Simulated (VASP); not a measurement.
Write the native input for VASP 6.6.1 that does the following.

| Quantity | Value |
| --- | --- |
| Task | single point |
| Functional | PBE |
| Potentials or basis | VASP PAW PBE potentials, release 64 (N_GW, B_GW) |
| Cutoff | 450 eV |
| k mesh | 8 × 8 × 8 |
| Occupations | gaussian, width 0.02 eV |
| Spin | no spin polarisation |
| Further INCAR settings | ALGO = Normal; EDIFF = 1e-07; NBANDS = 11 |

The structure of BN lies in POSCAR:

```
BN
1.0
    1.2511217832      0.7223354983      3.3729344033
   -1.2511217832      0.7223354983      3.3729344033
    0.0000000000     -1.4446709966      3.3729344033
N B
1 1
Direct
    0.6672382000      0.6672382000      0.6672382000
    0.0003288000      0.0003288000      0.0003288000
```

The cell is a database's computed one.

These files were run (other wordings do the same):

INCAR

```
  PREC = Accurate
  ENCUT = 450
  EDIFF = 1E-7
  ISMEAR = 0
  SIGMA = 0.02
  LREAL = False
  LASPH = True
  NELM = 80
  ALGO = Normal
  ISIF = 2
  LWAVE = False
  LCHARG = False
  GGA = PE
  NBANDS = 11
```

KPOINTS

```
Automatic mesh
0
Gamma
  8 8 8
```

Potentials or basis: VASP PAW PBE potentials, release 64 (N_GW, B_GW).

Run with:

```sh
$ cat potpaw_PBE.64/N_GW/POTCAR potpaw_PBE.64/B_GW/POTCAR > POTCAR
$ mpirun -np 1 vasp_std > vasp.out
```

It gave:

```
Band gap on the k mesh : 4.30 eV, indirect (least direct gap 4.96 eV)
```

Wall time 23 s on 1 thread of Intel(R) Xeon(R) Platinum 8488C (Sapphire Rapids) (shared host), peak memory 0.15 GiB.
